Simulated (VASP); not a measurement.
# ZnO (zincite) (P6_3mc) in VASP: settings compared

One crystal, ZnO (zincite), is run at these levels: PBEsol, PBE; tasks: relaxation of shape and atoms at fixed volume, relaxation of cell and atoms.

Program: VASP 6.6.1. These are calculated values, not measurements. Logs are shortened: lines on timing, memory, paths and dates and some standing lists are left out, and cuts for length are marked.

### Step 1. The crystal as given

The structure is hexagonal, space group P6_3mc (No. 186). The conventional cell has a = 3.249 Å, b = 3.249 Å, c = 5.206 Å, α = 90.00°, β = 90.00°, γ = 120.00°. Zn (site symmetry 3m) has 4 O at 1.97 to 1.98 Å as nearest neighbours. O (site symmetry 3m) has 4 Zn at 1.97 to 1.98 Å as nearest neighbours.

### Step 2. Relaxation of shape and atoms at fixed volume, PBEsol (a relaxed cell with its volume scaled by 1.06)

Input file INCAR:

```
SYSTEM = ZnO
PREC = Accurate ; ENCUT = 600
EDIFF = 1E-7 ; ISMEAR = 0
SIGMA = 0.03 ; LREAL = .FALSE.
LASPH = .TRUE. ; NELM = 80
ALGO = Fast ; ISIF = 4
LWAVE = .FALSE. ; LCHARG = .FALSE.
GGA = PS ; IBRION = 2
NSW = 40 ; EDIFFG = -0.01
```

Input file KPOINTS:

```
regular mesh
0
G
  9 9 5
  0 0 0
```

Input file POSCAR:

```
ZnO                                     
1.0
    3.3002428255      0.0000000000      0.0000000000
   -1.6501214127      2.8580941255      0.0000000000
    0.0000000000      0.0000000000      5.3263173322
  Zn              O             
     2     2
Direct
     0.3333333332999970    0.6666666667000030    0.4999835655487185
     0.6666666667000030    0.3333333332999970    0.9999835655487185
     0.6666666667000030    0.3333333332999970    0.3790264344512824
     0.3333333332999970    0.6666666667000030    0.8790264344512825
```

Potentials or basis: VASP PAW PBE potentials, release 64 (Zn, O).

On the command line:

```
> cat potpaw_PBE.64/Zn/POTCAR potpaw_PBE.64/O/POTCAR > POTCAR
> mpirun -np 1 vasp_std > vasp.out
```

OUTCAR:

```text
SYSTEM = ZnO
   PREC = Accurate
   ENCUT = 600
   EDIFF = 1E-7
   ISMEAR = 0
   LREAL = .FALSE.
   LASPH = .TRUE.
   NELM = 80
   ISIF = 4
   GGA = PS
   IBRION = 2
   NSW = 40
   EDIFFG = -0.01

 ion  position               nearest neighbor table
   1  0.333  0.667  0.500-   3 2.01   3 2.01   3 2.01   4 2.02
   2  0.667  0.333  1.000-   4 2.01   4 2.01   4 2.01   3 2.02
   3  0.667  0.333  0.379-   1 2.01   1 2.01   1 2.01   2 2.02
   4  0.333  0.667  0.879-   2 2.01   2 2.01   2 2.01   1 2.02

  LATTYP: Found a hexagonal cell.
 ALAT       =     3.3002428255
 C/A-ratio  =     1.6139167976

  Lattice vectors:

 A1 = (   3.3002428255,   0.0000000000,   0.0000000000)
 A2 = (  -1.6501214127,   2.8580941255,   0.0000000000)
 A3 = (   0.0000000000,   0.0000000000,   5.3263173322)

Analysis of symmetry for initial positions (statically):
=====================================================================
 Subroutine PRICEL returns:
 Original cell was already a primitive cell.

 Routine SETGRP: Setting up the symmetry group for a
 hexagonal supercell.

 Subroutine GETGRP returns: Found 12 space group operations
 (whereof  6 operations were pure point group operations)
 out of a pool of 24 trial point group operations.

The static configuration has the point symmetry C_3v.
 The point group associated with its full space group is C_6v.

Analysis of symmetry for dynamics (positions and initial velocities):
=====================================================================
 Subroutine PRICEL returns:
 Original cell was already a primitive cell.

 Routine SETGRP: Setting up the symmetry group for a
 hexagonal supercell.

 Subroutine GETGRP returns: Found 12 space group operations
 (whereof  6 operations were pure point group operations)
 out of a pool of 24 trial point group operations.

The dynamic configuration has the point symmetry C_3v.
 The point group associated with its full space group is C_6v.

 Subroutine INISYM returns: Found 12 space group operations
 (whereof  6 operations are pure point group operations),
 and found     1 'primitive' translations

----------------------------------------------------------------------------------------

                                     Primitive cell

  volume of cell :      50.2400

  direct lattice vectors                    reciprocal lattice vectors
     3.300242825  0.000000000  0.000000000     0.303008007  0.174941754  0.000000000
    -1.650121413  2.858094126  0.000000000     0.000000000  0.349883508  0.000000000
     0.000000000  0.000000000  5.326317332     0.000000000  0.000000000  0.187746981

  length of vectors
     3.300242825  3.300242825  5.326317332     0.349883508  0.349883508  0.187746981

  position of ions in fractional coordinates (direct lattice)
     0.333333333  0.666666667  0.499983566
     0.666666667  0.333333333  0.999983566
     0.666666667  0.333333333  0.379026434
     0.333333333  0.666666667  0.879026434

  ion indices of the primitive-cell ions
   primitive index   ion index
                 1           1
                 2           2
                 3           3
                 4           4

----------------------------------------------------------------------------------------

 KPOINTS: regular mesh

Automatic generation of k-mesh.
 Grid dimensions read from file:
 generate k-points for:    9    9    5

 Generating k-lattice:

  Cartesian coordinates                     Fractional coordinates (reciprocal lattice)
     0.033667556  0.019437973  0.000000000     0.111111111 -0.000000000  0.000000000
     0.000000000  0.038875945  0.000000000     0.000000000  0.111111111  0.000000000
     0.000000000  0.000000000  0.037549396     0.000000000  0.000000000  0.200000000

  Length of vectors
     0.038875945  0.038875945  0.037549396

  Shift w.r.t. Gamma in fractional coordinates (k-lattice)
     0.000000000  0.000000000  0.000000000

 Subroutine IBZKPT returns following result:
 ===========================================

 Found     36 irreducible k-points:

 Following reciprocal coordinates:
            Coordinates               Weight
  0.000000  0.000000  0.000000      1.000000
  0.111111 -0.000000  0.000000      6.000000
  0.222222  0.000000  0.000000      6.000000
  0.333333  0.000000  0.000000      6.000000
  0.444444  0.000000  0.000000      6.000000
  0.111111  0.111111  0.000000      6.000000
[... 16 lines left out ...]
  0.333333  0.222222  0.200000     24.000000
  0.333333  0.333333  0.200000      4.000000
 [... further k-points ...]
   k-points           NKPTS =     36   k-points in BZ     NKDIM =     36   number of bands    NBANDS=     22
   number of dos      NEDOS =    301   number of ions     NIONS =      4
   total plane-waves  NPLWV =  37632
   dimension x,y,z NGX =    28 NGY =   28 NGZ =   48
   dimension x,y,z NGXF=    56 NGYF=   56 NGZF=   96
   ions per type =               2   2
   NGX,Y,Z   is equivalent  to a cutoff of  14.10, 14.10, 14.98 a.u.
   NGXF,Y,Z  is equivalent  to a cutoff of  28.21, 28.21, 29.96 a.u.
 SYSTEM =  ZnO
   PREC   = accura    normal or accurate (medium, high low for compatibility)
   ISTART =      0    job   : 0-new  1-cont  2-samecut
   ICHARG =      2    charge: 1-file 2-atom 10-const
   ISPIN  =      1    spin polarized calculation?
   LNONCOLLINEAR =      F non collinear calculations
   LSORBIT =      F    spin-orbit coupling
   LASPH  =      T    aspherical Exc in radial PAW
   ENCUT  =  600.0 eV  44.10 Ry    6.64 a.u.   6.59  6.59 10.64*2*pi/ulx,y,z
   NELM   =     80;   NELMIN=  2; NELMDL= -5     # of ELM steps
   EDIFF  = 0.1E-06   stopping-criterion for ELM
   LREAL  =      F    real-space projection
   EDIFFG = -.1E-01   stopping-criterion for IOM
   NSW    =     40    number of steps for IOM
   IBRION =      2    ionic relax: 0-MD 1-quasi-New 2-CG
   NFREE  =      1    steps in history (QN), initial steepest desc. (CG)
   ISIF   =      4    stress and relaxation
   ISYM   =      2    0-nonsym 1-usesym 2-fastsym
   POTIM  = 0.5000    time-step for ionic-motion
   TEBEG  =    0.0;   TEEND  =   0.0 temperature during run
   PSTRESS=    0.0 pullay stress
   NELECT =      36.0000    total number of electrons
   NUPDOWN=      -1.0000    fix difference up-down
   EMIN   =  10.00;   EMAX   =-10.00  energy-range for DOS
   EFERMI =   0.00;   METHOD = LEGACY
   ISMEAR =     0;   SIGMA  =   0.03  broadening in eV -4-tet -1-fermi 0-gaus
   EFERMI_NEDOS =   21; number of points for ismear=-14 and -15
   IALGO  =     68    algorithm
   IMIX   =      4    mixing-type and parameters
     AMIX     =   0.40;   BMIX     =  1.00
     AMIX_MAG =   1.60;   BMIX_MAG =  1.00
  volume/ion in A,a.u.               =      12.56        84.76
  Fermi-wavevector in a.u.,A,eV,Ry     =   1.464960  2.768373 29.199580  2.146109
  Thomas-Fermi vector in A             =   2.580874
   LORBIT       =      0    0 simple, 1 ext, 2 COOP (PROOUT), +10 PAW based schemes
   GGA     = PS    functional components
   LHFCALC =     F    Hartree Fock is set to
   AEXX    =    0.0000 exact exchange contribution
   IVDW    =     0    specifies the selected vdW correction
   LEPSILON=     F    determine dielectric tensor
   LRPA    =     F    only Hartree local field effects (RPA)
 conjugate gradient relaxation of ions
 non-spin polarized calculation
 RMM-DIIS sequential band-by-band and
 Gauss-broadening in eV      SIGMA  =   0.03
  energy-cutoff  :      600.00
  volume of cell :       50.24
 maximum number of plane-waves:      1713
 NGX is ok and might be reduce to    28
   NGX = 13   NGY = 13   NGZ = 21

 number of electron      36.0000011 magnetization

 Free energy of the ion-electron system (eV)
  ---------------------------------------------------
  ext. energy  EPLUGINS =         0.00000000
  ---------------------------------------------------
  free energy    TOTEN  =       -19.34988363 eV

  energy without entropy =      -19.34988363  energy(sigma->0) =      -19.34988363

 E-fermi :   0.7895     XC(G=0): -10.8986

 val. band max:        0.5771976349   @ k =   0.0000   0.0000   0.0000
 cond. band min:       1.1755675100   @ k =   0.0000   0.0000   0.0000
 fundamental gap:      0.5983698750
 Fermi energy:         0.7894873968

 k-point     1 :       0.0000    0.0000    0.0000
  band No.  band energies     occupation
      1     -17.0442      2.00000
      2     -16.3856      2.00000
      3      -4.8902      2.00000
      4      -4.8902      2.00000
      5      -4.8533      2.00000
      6      -4.7406      2.00000
[... 14 lines left out ...]
     21       8.4668      0.00000
     22      13.0855      0.00000

 k-point     2 :       0.1111   -0.0000    0.0000
  band No.  band energies     occupation
      1     -16.9821      2.00000
      2     -16.3580      2.00000
      3      -4.9569      2.00000
      4      -4.8544      2.00000
      5      -4.8158      2.00000
      6      -4.7240      2.00000
[... 14 lines left out ...]
     21       8.4689      0.00000
     22      11.9309      0.00000

 k-point     3 :       0.2222    0.0000    0.0000
  band No.  band energies     occupation
      1     -16.8167      2.00000
      2     -16.2919      2.00000
      3      -5.0851      2.00000
      4      -4.7953      2.00000
      5      -4.7711      2.00000
      6      -4.6648      2.00000
[... 14 lines left out ...]
     21       8.4587      0.00000
     22      10.2580      0.00000

 k-point     4 :       0.3333    0.0000    0.0000
  band No.  band energies     occupation
      1     -16.6072      2.00000
      2     -16.2303      2.00000
      3      -5.1496      2.00000
      4      -4.8252      2.00000
      5      -4.6962      2.00000
      6      -4.4994      2.00000
[... 14 lines left out ...]
     21       8.2560      0.00000
     22       9.0625      0.00000

 k-point     5 :       0.4444    0.0000    0.0000
  band No.  band energies     occupation
      1     -16.4429      2.00000
      2     -16.2126      2.00000
      3      -5.0996      2.00000
      4      -4.8590      2.00000
      5      -4.6618      2.00000
      6      -4.3188      2.00000
[... 14 lines left out ...]
     21       7.9336      0.00000
     22       8.6794      0.00000

 k-point     6 :       0.1111    0.1111    0.0000
  band No.  band energies     occupation
      1     -16.8683      2.00000
      2     -16.3112      2.00000
      3      -5.0242      2.00000
      4      -4.8450      2.00000
      5      -4.7612      2.00000
      6      -4.7147      2.00000
[... 14 lines left out ...]
     21       8.4813      0.00000
     22      10.7769      0.00000

 k-point     7 :       0.2222    0.1111    0.0000
  band No.  band energies     occupation
      1     -16.6799      2.00000
      2     -16.2477      2.00000
      3      -5.0835      2.00000
      4      -4.8366      2.00000
      5      -4.7156      2.00000
      6      -4.5965      2.00000
[... 324 lines left out ...]
      6      -4.4616      2.00000
[... 14 lines left out ...]
     21       8.5576      0.00000
     22       8.8550      0.00000

 k-point    21 :       0.4444    0.1111    0.2000
  band No.  band energies     occupation
      1     -16.3738      2.00000
      2     -16.2293      2.00000
      3      -5.0803      2.00000
      4      -4.9009      2.00000
      5      -4.6499      2.00000
      6      -4.3555      2.00000
[... 14 lines left out ...]
     21       8.1857      0.00000
     22       8.7701      0.00000

 k-point    22 :       0.2222    0.2222    0.2000
  band No.  band energies     occupation
      1     -16.4760      2.00000
      2     -16.2383      2.00000
      3      -5.0023      2.00000
      4      -4.9361      2.00000
      5      -4.6128      2.00000
      6      -4.5705      2.00000
[... 14 lines left out ...]
     21       8.8842      0.00000
     22       9.0594      0.00000

 k-point    23 :       0.3333    0.2222    0.2000
  band No.  band energies     occupation
      1     -16.3455      2.00000
      2     -16.2284      2.00000
      3      -4.9510      2.00000
      4      -4.7771      2.00000
      5      -4.6321      2.00000
      6      -4.4386      2.00000
[... 14 lines left out ...]
     21       8.4379      0.00000
     22       8.7876      0.00000

 k-point    24 :       0.3333    0.3333    0.2000
  band No.  band energies     occupation
      1     -16.2630      2.00000
      2     -16.2630      2.00000
      3      -4.8850      2.00000
      4      -4.6654      2.00000
      5      -4.6654      2.00000
      6      -4.3354      2.00000
[... 14 lines left out ...]
     21       8.1356      0.00000
     22       8.4452      0.00000

 [... further k-points ...]

------------------------ aborting loop because EDIFF is reached ----------------------------------------

  FORCE on cell =-STRESS in cart. coord.  units (eV):
  Direction    XX          YY          ZZ          XY          YZ          ZX
  --------------------------------------------------------------------------------------
  -------------------------------------------------------------------------------------
  Total       -2.3545735     -2.3545735     -2.3324145     -0.0000000      0.0000000      0.0000000
  in kB      -75.0884897    -75.0884897    -74.3818302     -0.0000000      0.0000000      0.0000000
  external PRESSURE =     -74.8529365 kB  Pullay stress =       0.0000000 kB

 VOLUME and BASIS-vectors are now :
 -----------------------------------------------------------------------------
  energy-cutoff  :      600.00
  volume of cell :       50.24
      direct lattice vectors                 reciprocal lattice vectors
     3.300242825  0.000000000  0.000000000     0.303008007  0.174941754  0.000000000
    -1.650121413  2.858094126  0.000000000     0.000000000  0.349883508  0.000000000
     0.000000000  0.000000000  5.326317332     0.000000000  0.000000000  0.187746981

 POSITION                                       TOTAL-FORCE (eV/Angst)
 -----------------------------------------------------------------------------------
     -0.00000      1.90540      2.66307         0.000000     -0.000000     -0.000528
      1.65012      0.95270      5.32623        -0.000000      0.000000     -0.000528
      1.65012      0.95270      2.01882        -0.000000      0.000000      0.000528
     -0.00000      1.90540      4.68197         0.000000     -0.000000      0.000528
 -----------------------------------------------------------------------------------
    total drift:                                0.000000      0.000000      0.000435

  FREE ENERGIE OF THE ION-ELECTRON SYSTEM (eV)
  ---------------------------------------------------
  free  energy   TOTEN  =       -19.3498836262 eV

  energy  without entropy=      -19.3498836262  energy(sigma->0) =      -19.34988363

 reached required accuracy - stopping structural energy minimisation
```

Wall time 28 s (1 thread of Intel Xeon 6975P-C (Granite Rapids), shared host); peak memory 0.21 GiB.

Results:

```
Free energy             : -19.3499 eV
Pressure after relaxing : -7.5 GPa
Band gap on the k mesh  : 0.60 eV, direct
```

Final structure:
```
Zn O
1.0
     3.30024    0.00000    0.00000
    -1.65012    2.85809    0.00000
     0.00000    0.00000    5.32632
Zn O
2 2
Direct
  0.33333 0.66667 0.49998
  0.66667 0.33333 0.99998
  0.66667 0.33333 0.37903
  0.33333 0.66667 0.87903
```

Levels at points of the mesh, in eV from the valence-band top:
```tsv
k point	band 14	band 15	band 16	band 17	band 18	band 19	band 20	band 21	band 22
(0.00, 0.00, 0.00)	-0.74	-0.74	-0.07	0.00	0.00	0.60	4.92	7.89	12.51
```

Caveat: the relaxation stopped at its first step, so nothing moved; the PAW data sets were made with another functional, which shifts forces and pressure a little.

[end of part 1 of 2]
